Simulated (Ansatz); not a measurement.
Write the native input for Ansatz 0.2.0 that does the following.

```yaml
Task: band structure
Functional: PBEsol
Potentials_or_basis: all-electron LAPW, scalar-relativistic
Cutoff: 240 eV (chosen from the basis error)
Basis_error_allowed: 0.001 eV/atom
k_mesh: 12 × 12 × 12
Occupations: fermi-dirac, width 0.05 eV
Spin: no spin polarisation
```

Zn:

```
CELL_PARAMETERS angstrom
0.00000 1.96478 1.96478
1.96478 0.00000 1.96478
1.96478 1.96478 0.00000
ATOMIC_POSITIONS crystal
Zn 0.00000 0.00000 0.00000
```

This isn't the form of Zn at room conditions, which is hcp.

The input as run:

input.yaml

```yaml
crystal:
  lattice:
    - [0.0, 1.964776, 1.964776]
    - [1.964776, 0.0, 1.964776]
    - [1.964776, 1.964776, 0.0]
  atoms:
    - { symbol: Zn, position: [0.0, 0.0, 0.0] }
kpoints:
  mp_grid: { grid: [12, 12, 12] }
  band_path:
    path:
      - [0.0, 0.0, 0.0]
      - [0.5, 0.0, 0.5]
      - [0.5, 0.25, 0.75]
      - [0.375, 0.375, 0.75]
      - [0.0, 0.0, 0.0]
      - [0.5, 0.5, 0.5]
      - [0.625, 0.25, 0.625]
      - [0.5, 0.25, 0.75]
    npoints: 10
scf:
  occupations: { method: fermi_dirac, width: 0.05 }
hamiltonian:
  xc: pbesol
  pseudopotentials: { kind: all_electron, lapw: { basis_error: 0.001 } }
output:
  forces: true
  stress: true
  eigenvalues: true
```

Potentials or basis: all-electron LAPW, scalar-relativistic.

Command:

```sh
$ ansatz run input.yaml --threads 1 --pin off --max-ram 3072MiB --backend cpu --events-out ev --progress --plain --runs-dir out
```

Results of the run:

* Pressure: -5.2 GPa
* Band gap along the path: none (metal or under the smearing width)

Run time: 5.3 s on 1 thread of Arm Neoverse V2 (shared host), peak memory 0.24 GiB.
